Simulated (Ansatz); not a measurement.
The calculation used Ansatz, DFT PBE, scalar-relativistic, plane waves, PAW. All cells share a 420 eV cutoff and Γ-centred k meshes spaced at most about 0.3 Å⁻¹ (about 0.25 or finer for metals, 2π included). No spin polarisation.

Temperature and zero-point effects are left out.

Question: Order these relaxed structures of Si₄S by energy, lowest first, with the energy over the lowest of them.
A.

```xyz
5
Lattice="4.0331 0.0000 0.0000 -2.0166 3.4928 0.0000 0.0000 0.0000 6.6976" Properties=species:S:1:pos:R:3 pbc="T T T"
Si    0.0000    2.3285    4.7412
Si    2.0166    1.1643    4.7412
Si    2.0166    1.1643    1.9564
Si    0.0000    2.3285    1.9564
S     0.0000    0.0000    0.0000
```

B.

```xyz
5
Lattice="3.3850 -1.9380 0.0000 3.3850 1.9380 0.0000 -2.2570 0.0000 7.9100" Properties=species:S:1:pos:R:3 pbc="T T T"
Si    3.3756   -1.0592    1.9965
Si    1.1374   -1.0592    5.9135
Si    2.2677    0.8854    5.1433
Si    2.2453    0.8854    2.7666
S     3.3850   -1.9320    0.0000
```

C.

```xyz
5
Lattice="1.9533 1.1277 8.1291 -1.9533 1.1277 8.1291 0.0000 -2.2555 8.1291" Properties=species:S:1:pos:R:3 pbc="T T T"
Si    0.0000    0.0000   22.2613
Si    0.0000    0.0000    2.1260
Si    0.0000    0.0000   11.0087
Si    0.0000    0.0000   13.3786
S     0.0000    0.0000    0.0000
```

Answer: B (0 meV/atom), C (104 meV/atom), A (570 meV/atom). Forms: B C2; C R-3m; A P6/mmm. Counting Si atoms around S (those within 1.25 times the shortest such distance or 1.15 times the sum of covalent radii; the shortest distance is added where it is long for a bond): B has S 2; C has S 2; A has S 12 from 3.0 Å. B holds Si–Si nets (shortest 2.37 Å); C holds Si–Si nets (shortest 2.37 Å); A holds Si–Si nets (shortest 2.33 Å). Origin: A and C, invented; B, invented, then shaken at random and relaxed again. The lowest form computed isn't among them: it has space group Pmma (No. 51), 23.0 Å³/atom and lies 55 meV/atom below the best shown.

Weakly bound directions are ill-defined at this level, which has no dispersion term (P6/mmm), and this can change margins and order among such cells. Cells relaxed within their symmetry can be saddle points. Some structure types and database cells were kept out of the candidates from the start, so a known form may be missing.
